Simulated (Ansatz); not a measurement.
A generator proposed this cell of P.

```
P
1.0
     3.45747    1.99617    2.04973
    -3.45747    1.99617    2.04973
     0.00000   -3.99234    2.04973
P
5
Direct
  0.32954 0.32954 0.32954
  0.67046 0.67046 0.67046
  0.61218 0.38782 0.00000
  0.00000 0.61218 0.38782
  0.38782 0.00000 0.61218
```

Level of theory: DFT PBE, scalar-relativistic, plane waves, PAW (Ansatz 0.2.0). Settings: cutoff 420 eV, Γ-centred mesh 6×6×6 on the computed 5-atom cell, Gaussian smearing of 0.10 eV; no spin polarisation.

Energies count from the standard state of P at the same level. The references include black phosphorus.

Question: Estimate its pressure, forces and energy as it stands.

Answer: The pressure is 23.9 GPa (the mean over three directions, positive in compression), the largest force is 2.25 eV/Å, and the energy is +0.67 eV/atom against the standard state. The shortest distance is 2.10 Å.

Question: Is it a good guess?

Answer: A rough one: relaxing gains about 0.39 eV/atom (the start's value is from the coarse mesh, so the gain is rough) in 21 ionic steps and ends at +0.28 eV/atom on the finer mesh. The symmetry stays R32 (No. 155). The volume per atom grows by 5.7 %, from 17.0 to 17.9 Å³. The shortest distance goes from 2.10 Å (P–P) to 2.20 Å (P–P). The ratio c/a of the conventional cell changes by a factor of 1.35. Conventional cell: a = 6.371 Å, c = 7.656 Å. P on a site of symmetry 3 is surrounded by 4 P at 2.20–2.28 Å; P on a site of symmetry 2 is surrounded by 2 P at 2.28 Å and 2 P at 2.60 Å.

The last run used a 12×12×12 mesh for its 5-atom cell and Gaussian smearing of 0.10 eV. The reference form of P is held partly by dispersion forces, which this level lacks. The relaxation can't lower the symmetry of the start, and the grade says only how near the guess is to its own end. Symmetry constrained the relaxation, so the result can be a saddle point. Another cell of P relaxed alike, in P6_3/mmc, lies 273 meV/atom lower, so this cell isn't the stable form at this level.
